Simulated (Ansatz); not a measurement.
Free-standing chains of the atoms of GaP, named by their start (strip: triangular double chain, ladder: square double chain); atoms and period are relaxed, and energies count from relaxed bulk GaP (F-43m, 20.85 Å³/atom, gap on the mesh 1.58 eV).

Level of theory: Ansatz, DFT PBE, scalar-relativistic, plane waves, PAW.

Cutoff 420 eV, Gaussian smearing of 0.05 eV, energies at zero smearing, symmetry of each start kept, collinear spin where a moment is listed.

```csv
start,atoms,k mesh,excess energy (eV per host atom),period (Å),gap on the mesh (eV),highest filled level or Fermi level under vacuum (eV),size of the moment (μB per cell)
linear chain,2,1×1×15,1.561,4.384,0,5.37,0.40
dimerised chain,2,1×1×15,1.561,4.385,0,5.37,0.40
zigzag chain,2,1×1×17,1.210,3.954,0.38,-,0.00
ladder chain,4,1×1×15,0.951,4.453,0.43,5.33,0.00
strip chain,2,1×1×28,1.194,2.466,0.44,-,0.00
```

An odd mesh misses points on the zone edge, so a gap read on it can be too wide.

Each run keeps its start's symmetry and one magnetic start, so lower states can exist. Rows stand on unlike meshes and boxes, so starts that end alike can differ by a few hundredths of an eV per atom.

Cost: 5 runs of about 20 core-minutes in all, on Intel Xeon Processor @ 2.50GHz (Skylake/Cascade Lake) (shared hosts).